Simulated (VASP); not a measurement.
# TiSi2 (Fddd) in VASP: further runs, part 2 of 2

VASP 6.6.1. Earlier steps stand in the parts before.

**3. Relaxation of cell and atoms, LDA**

File INCAR:

```
SYSTEM = TiSi2
ALGO     = Normal         ! electronic algorithm
EDIFF    = 1E-6           ! SCF threshold, eV
EDIFFG   = -0.01          ! ionic threshold
ENCUT    = 600            ! plane-wave cutoff, eV
IBRION   = 2              ! ionic algorithm
ISIF     = 3              ! what is computed and relaxed
ISMEAR   = -1             ! smearing method
LASPH    = .True.         ! aspherical terms in the spheres
LCHARG   = .False.        ! write CHGCAR
LREAL    = .False.        ! projectors in reciprocal space
LWAVE    = .False.        ! write WAVECAR
NELM     = 80             ! most SCF steps
NSW      = 60             ! ionic steps
PREC     = Accurate       ! precision mode
SIGMA    = 0.05           ! smearing width, eV
```

File KPOINTS:

```
k-points
0
Gamma
  5 5 5
  0 0 0
```

File POSCAR:

```
TiSi2
1.0
    0.0000000000      4.1175163063      4.2628978354
    2.3895119538      0.0000000000      4.2628978354
    2.3895119538      4.1175163063      0.0000000000
Ti Si
2 4
Direct
    0.7500000000      0.7500000000      0.7500000000
    0.5000000000      0.5000000000      0.5000000000
    0.4125656100      0.0874343900      0.4125656100
    0.0874343900      0.4125656100      0.0874343900
    0.1625656100      0.8374343900      0.1625656100
    0.8374343900      0.1625656100      0.8374343900
```

Potentials or basis: VASP PAW LDA potentials, release 64 (Ti_sv, Si).

Launch:

```bash
> cat potpaw_LDA.64/Ti_sv/POTCAR potpaw_LDA.64/Si/POTCAR > POTCAR
> mpirun -np 1 vasp_std > vasp.out
```

Wall time 2.9 min (1 thread of Intel Xeon 6975P-C (Granite Rapids), shared host); peak memory 0.25 GiB.

It converged, with:

```
Free energy                            : -44.9315 eV
Relaxed volume                         : 13.51 Å³/atom
Relaxed cell                           : a = 5.866 Å, b = 4.850 Å, c = 4.691 Å, α = 75.86°, β = 53.30°, γ = 50.84°
Space group after relaxing (to 0.05 Å) : Fddd (No. 70)
Energy gained by relaxing              : 7.9 meV/atom
Ionic steps                            : 7
Pressure after relaxing                : 0.0 GPa
Largest force after relaxing           : 0.007 eV/Å
Band gap on the k mesh                 : none (metal or under the smearing width)
```

Forces on the atoms (eV/Å):
```
Ti   0.000  0.000  0.000
Ti   0.000  0.000  0.000
Si   0.000  0.007  0.000
Si   0.000 -0.007  0.000
Si   0.000  0.007  0.000
Si   0.000 -0.007  0.000
```

The path:
```csv
step,energy change (eV),largest force (eV/Å),pressure (GPa),volume (Å³)
1,0.0000,0.0103,-4.89,83.88
2,-0.0125,0.0394,4.88,78.81
3,-0.0452,0.0250,0.11,81.08
4,-0.0470,0.0073,-0.02,81.03
5,-0.0471,0.0109,0.01,81.04
6,-0.0471,0.0113,0.01,81.04
7,-0.0471,0.0073,-0.02,81.05
```

Final structure:
```
Ti Si
1.0
     0.00000    4.05510    4.23864
     2.35765    0.00000    4.23864
     2.35765    4.05510    0.00000
Ti Si
2 4
Direct
  0.75000 0.75000 0.75000
  0.50000 0.50000 0.50000
  0.41276 0.08724 0.41276
  0.08724 0.41276 0.08724
  0.16276 0.83724 0.16276
  0.83724 0.16276 0.83724
```

Levels at points of the mesh, in eV from the Fermi level:
| k point | band 17 | band 18 | band 19 | band 20 | band 21 | band 22 | band 23 | band 24 |
| --- | --- | --- | --- | --- | --- | --- | --- | --- |
| (0.00, 0.00, 0.00) | -2.27 | -1.89 | -1.63 | -1.21 | -0.90 | 2.18 | 3.35 | 3.59 |

**4. Relaxation of cell and atoms, PBE**

INCAR: that of step 3 with these lines changed.

```diff
@@ -5,2 +5,3 @@
 ENCUT    = 600            ! plane-wave cutoff, eV
+GGA      = PE             ! functional
 IBRION   = 2              ! ionic algorithm
```

KPOINTS is that of step 3.

POSCAR is that of step 3.

Potentials or basis: VASP PAW PBE potentials, release 64 (Ti_sv, Si).

Launch:

```bash
> cat potpaw_PBE.64/Ti_sv/POTCAR potpaw_PBE.64/Si/POTCAR > POTCAR
> mpirun -np 1 vasp_std > vasp.out
```

Run time: 3 min. Hardware: 1 thread of Intel Xeon 6975P-C (Granite Rapids), shared host; peak memory 0.3 GiB.

Results (log left out):

* Free energy: -40.6885 eV
* Relaxed volume: 14.16 Å³/atom
* Relaxed cell: a = 5.960 Å, b = 4.922 Å, c = 4.770 Å, α = 75.87°, β = 53.22°, γ = 50.91°
* Space group after relaxing (to 0.05 Å): Fddd (No. 70)
* Energy gained by relaxing: 1.7 meV/atom
* Ionic steps: 6
* Pressure after relaxing: 0.0 GPa
* Largest force after relaxing: 0.007 eV/Å
* Band gap on the k mesh: none (metal or under the smearing width)

Forces in eV/Å, atoms in the order of the input:
```
Ti   0.000  0.000  0.000
Ti   0.000  0.000  0.000
Si   0.000 -0.007  0.000
Si   0.000  0.007  0.000
Si   0.000 -0.007  0.000
Si   0.000  0.007  0.000
```

Stress tensor (GPa, compression positive):
```
 0.10  0.00  0.00
 0.00  0.04  0.00
 0.00  0.00 -0.01
```

Step by step:
| step | energy change (eV) | largest force (eV/Å) | pressure (GPa) | volume (Å³) |
| --- | --- | --- | --- | --- |
| 1 | 0.0000 | 0.0350 | 2.05 | 83.88 |
| 2 | -0.0015 | 0.0535 | -1.92 | 86.08 |
| 3 | -0.0092 | 0.0443 | -0.08 | 85.02 |
| 4 | -0.0096 | 0.0352 | -0.02 | 84.97 |
| 5 | -0.0098 | 0.0240 | 0.06 | 84.91 |
| 6 | -0.0101 | 0.0072 | 0.04 | 84.96 |

Final structure:
```yaml
crystal:
  lattice:
    - [0.00000, 4.12554, 4.30088]
    - [2.39398, 0.00000, 4.30088]
    - [2.39398, 4.12554, 0.00000]
  atoms:
    - { symbol: Ti, position: [0.75000, 0.75000, 0.75000] }
    - { symbol: Ti, position: [0.50000, 0.50000, 0.50000] }
    - { symbol: Si, position: [0.41161, 0.08839, 0.41161] }
    - { symbol: Si, position: [0.08839, 0.41161, 0.08839] }
    - { symbol: Si, position: [0.16161, 0.83839, 0.16161] }
    - { symbol: Si, position: [0.83839, 0.16161, 0.83839] }
```

Levels at points of the mesh, in eV from the Fermi level:
| k point | band 18 | band 19 | band 20 | band 21 | band 22 | band 23 |
| --- | --- | --- | --- | --- | --- | --- |
| (0.00, 0.00, 0.00) | -1.97 | -1.68 | -1.22 | -0.84 | 2.10 | 3.17 |

**5. Relaxation of cell and atoms, PBEsol**

INCAR: that of step 4 with these lines changed.

```diff
@@ -5,3 +5,3 @@
 ENCUT    = 600            ! plane-wave cutoff, eV
-GGA      = PE             ! functional
+GGA      = PS             ! functional
 IBRION   = 2              ! ionic algorithm
```

KPOINTS is that of step 4.

POSCAR is that of step 4.

Launch:

```bash
> cat potpaw_PBE.64/Ti_sv/POTCAR potpaw_PBE.64/Si/POTCAR > POTCAR
> mpirun -np 1 vasp_std > vasp.out
```

Wall time 2.7 min (1 thread of Intel Xeon 6975P-C (Granite Rapids), shared host); peak memory 0.3 GiB.

The run converged. Its results:

```
Free energy                            : -43.6656 eV
Relaxed volume                         : 13.79 Å³/atom
Relaxed cell                           : a = 5.906 Å, b = 4.885 Å, c = 4.722 Å, α = 75.86°, β = 53.32°, γ = 50.82°
Space group after relaxing (to 0.05 Å) : Fddd (No. 70)
Energy gained by relaxing              : 1.7 meV/atom
Ionic steps                            : 5
Pressure after relaxing                : 0.0 GPa
Largest force after relaxing           : 0.008 eV/Å
Band gap on the k mesh                 : none (metal or under the smearing width)
```

Forces in eV/Å, atoms in the order of the input:
```
Ti   0.000  0.000  0.000
Ti   0.000  0.000  0.000
Si   0.000 -0.008  0.000
Si   0.000  0.008  0.000
Si   0.000 -0.008  0.000
Si   0.000  0.008  0.000
```

Stress tensor (GPa, compression positive):
```
-0.06  0.00  0.00
 0.00  0.06  0.00
 0.00  0.00  0.03
```

Step by step:
| step | energy change (eV) | largest force (eV/Å) | pressure (GPa) | volume (Å³) |
| --- | --- | --- | --- | --- |
| 1 | 0.0000 | 0.0047 | -1.80 | 83.88 |
| 2 | -0.0071 | 0.0023 | 1.44 | 81.99 |
| 3 | -0.0098 | 0.0030 | 0.27 | 82.63 |
| 4 | -0.0102 | 0.0100 | -0.12 | 82.78 |
| 5 | -0.0104 | 0.0079 | 0.01 | 82.74 |

Final structure:
```xyz
6
Lattice="0.0000 4.0816 4.2692 2.3740 0.0000 4.2692 2.3740 4.0816 0.0000" Properties=species:S:1:pos:R:3 pbc="T T T"
Ti    3.5610    6.1224    6.4038
Ti    2.3740    4.0816    4.2692
Si    1.1870    3.3676    2.1346
Si    1.1870    0.7140    2.1346
Si    2.3740    1.3268    4.2692
Si    2.3740    6.8364    4.2692
```

Levels at points of the mesh, in eV from the Fermi level:
| k point | band 17 | band 18 | band 19 | band 20 | band 21 | band 22 | band 23 | band 24 |
| --- | --- | --- | --- | --- | --- | --- | --- | --- |
| (0.00, 0.00, 0.00) | -2.26 | -1.93 | -1.67 | -1.25 | -0.88 | 2.15 | 3.28 | 3.51 |

Caveat: the PAW data sets were made with another functional, which shifts forces and pressure a little.

**6. Summary**

```tsv
level	potentials or basis	k mesh	gap on the mesh (eV)	pressure (GPa)	relaxed volume (Å³/atom)	largest force (eV/Å)
PBEsol+D3(BJ)	VASP PAW PBE potentials, release 64 (Ti_sv, Si)	7 × 7 × 7	none	-0.1	13.27	0.01
LDA	VASP PAW LDA potentials, release 64 (Ti_sv, Si)	5 × 5 × 5	none	0.0	13.51	0.01
PBE	VASP PAW PBE potentials, release 64 (Ti_sv, Si)	5 × 5 × 5	none	0.0	14.16	0.01
PBEsol	VASP PAW PBE potentials, release 64 (Ti_sv, Si)	5 × 5 × 5	none	0.0	13.79	0.01
```

Alike in all rows: task relaxation of cell and atoms; no spin polarisation; cell relaxed; cutoff (eV) 600; smearing fermi-dirac 0.05 eV.

Caveats: the PAW data sets were made with another functional, which shifts forces and pressure a little (some runs); pairwise dispersion overbinds metals, which lowers pressure and volume (some runs).

Total energies depend on the potentials used, so only differences within one code and one set of settings carry meaning.
